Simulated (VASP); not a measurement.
## Cu: relaxation of cell and atoms with PBEsol

Cu:

```xyz
1
Lattice="0.0000 1.7849 1.7849 1.7849 0.0000 1.7849 1.7849 1.7849 0.0000" Properties=species:S:1:pos:R:3 pbc="T T T"
Cu    0.0000    0.0000    0.0000
```

| Item | Value |
| --- | --- |
| Program | VASP 6.6.1 |
| Task | relaxation of cell and atoms |
| Functional | PBEsol |
| Potentials or basis | VASP PAW PBE potentials, release 64 (Cu) |
| Cutoff | 600 eV |
| k mesh | 18 × 18 × 18 |
| Occupations | methfessel-paxton, width 0.1 eV |
| Spin | no spin polarisation |
| Further INCAR settings | ALGO = Normal; EDIFF = 1e-07; IBRION = 2; EDIFFG = -0.005; NSW = 90; ISIF = 3 |

* Pressure after relaxing: 0.0 GPa
* Band gap on the k mesh: none (metal or under the smearing width)

Final structure:
```yaml
crystal:
  lattice:
    - [0.00000, 1.78486, 1.78486]
    - [1.78486, 0.00000, 1.78486]
    - [1.78486, 1.78486, 0.00000]
  atoms:
    - { symbol: Cu, position: [0.00000, 0.00000, 0.00000] }
```

Levels at points of the mesh, in eV from the Fermi level:
| k point | band 4 | band 5 | band 6 | band 7 | band 8 | band 9 |
| --- | --- | --- | --- | --- | --- | --- |
| (0.00, 0.00, 0.00) | -3.10 | -2.21 | -2.21 | 22.93 | 25.84 | 25.84 |
| (0.50, 0.00, 0.00) | -1.61 | -1.61 | -1.11 | 3.98 | 21.40 | 22.65 |
| (0.50, 0.50, 0.00) | -1.46 | -1.46 | 1.47 | 7.41 | 13.37 | 13.37 |

Wall time 8.3 s on 1 thread of Intel(R) Xeon(R) 6975P-C (Granite Rapids), with other jobs on the host, peak memory 0.13 GiB.

Caveat: the relaxation stopped at its first step, so nothing moved; the PAW data sets were made with another functional, which shifts forces and pressure a little.
